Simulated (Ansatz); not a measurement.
# V in Ansatz: the effect of functional

V:

```xyz
1
Lattice="-1.4939 1.4939 1.4939 1.4939 -1.4939 1.4939 1.4939 1.4939 -1.4939" Properties=species:S:1:pos:R:3 pbc="T T T"
V     0.0000    0.0000    0.0000
```

The cell isn't the ideal one: volume scaled by 0.96.

Alike in all runs:

```yaml
Program: Ansatz 0.2.0
Task: single point
Potentials_or_basis: Ansatz PAW
k_mesh: 12 × 12 × 12
Occupations: fermi-dirac, width 0.05 eV
Spin: collinear spin, ferromagnetic start
Starting_moments: "[2.0] μB"
```

**Question.** One run gave: pressure 1.7 GPa; moment 0.00 μB. Which functional did it use?
A. LDA
B. r2SCAN
C. PBE

**Answer.** C.

```csv
functional,cutoff,pressure (GPa),moment (μB)
LDA,420 eV (not typed: the program's choice for these potentials),-11.8,0.00
r2SCAN,500 eV (not typed: the program's choice for these potentials),0.3,0.49
PBE,420 eV (not typed: the program's choice for these potentials),1.7,0.00
```

Caveats: the PAW data sets come from PBE, with cores solved anew for the run's functional, which leaves a small shift of forces and pressure (some runs); the starting moments weren't kept (some runs); the magnetic or orbital state may not be the lowest (some runs).
